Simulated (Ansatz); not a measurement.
Moving the functional in NiO2

It takes space group P-3m1 (No. 164, trigonal). The conventional cell has a = 2.799 Å, b = 2.799 Å, c = 4.618 Å, α = 90.00°, β = 90.00°, γ = 120.00°. Ni (site symmetry -3m) is surrounded by 6 O at 1.88 Å. O (site symmetry 3m) is surrounded by 3 Ni at 1.88 Å.

The cell comes from a database or a generator and needn't be the stable form of this composition.

Kept alike: task band structure; k mesh 8 × 8 × 5; occupations fermi-dirac, width 0.05 eV; collinear spin, ferromagnetic start. Program: Ansatz, Ansatz PAW. Cutoffs run from 420 to 500 eV. The mesh is that of the run's cell of 3 atoms. No spin-orbit coupling.

| run | band gap (eV) | pressure (GPa) |
| --- | --- | --- |
| A | 1.445 | -5.43 |
| B | 1.086 | 8.68 |
| C | 0.950 | -4.59 |
| D | 0.880 | -11.29 |

Pressure is positive in compression, with a Pulay correction for the finite cutoff. The moments vanished: the runs ended non-magnetic. Gaps are the smaller of the mesh's and the band path's. All rows use potentials made for PBE.

Problem. The runs differ in the functional (and the cutoff that goes with it) alone: BLYP; LDA; PBEsol; r2SCAN. Which run is which?

Solution. Run A is r2SCAN; run B is BLYP; run C is PBEsol; run D is LDA. The band gap runs from 0.880 (LDA) to 1.445 eV (r2SCAN). The pressure runs from -11.29 (LDA) to 8.68 GPa (BLYP).

The pressures mainly sort the functionals by how strongly they bind at the same cell. LDA overbinds and pulls the lattice inward, while BLYP, the only run with a positive pressure, favours a larger volume. PBEsol and r2SCAN lie close together in between, so it is the gap that tells them apart. Among LDA, PBEsol and BLYP the gap rises with the pressure, but r2SCAN breaks this order, with the widest gap at a negative pressure. Its dependence on the kinetic-energy density, which makes the potential orbital-dependent, probably separates filled and empty states further.

A gap without moments fits formal Ni(IV), low-spin d6: the t2g shell is full and the empty eg states are antibonding with O 2p. Strong Ni–O covalency makes this a formal count rather than a measure of the charge on nickel. Since the pressure averages over directions, it can't show how much of each functional's preference concerns the Ni–O bonds within the layers and how much the spacing between them.
